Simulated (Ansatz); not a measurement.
## fcc against bcc along group 4

Level of theory: DFT, RPBE, plane waves (420 eV) with PAW, scalar-relativistic in Ansatz 0.2.0. The PAW files were generated under PBE, with cores re-solved for the functional.

Each structure is relaxed within its symmetry, in the lowest magnetic state of the tried starts. Differences under about 8 meV lie within the error of the k-point mesh.

```json
{"element": "Ti", "E(fcc) − E(bcc) (meV/atom)": "-58", "V(fcc) (Å³/atom)": "17.96", "V(bcc) (Å³/atom)": "17.87", "state of fcc": "spin not included", "state of bcc": "spin not included"}
{"element": "Zr", "E(fcc) − E(bcc) (meV/atom)": "-52", "V(fcc) (Å³/atom)": "23.82", "V(bcc) (Å³/atom)": "23.53", "state of fcc": "spin not included", "state of bcc": "spin not included"}
{"element": "Hf", "E(fcc) − E(bcc) (meV/atom)": "-116", "V(fcc) (Å³/atom)": "23.25", "V(bcc) (Å³/atom)": "23.02", "state of fcc": "spin not included", "state of bcc": "spin not included"}
```
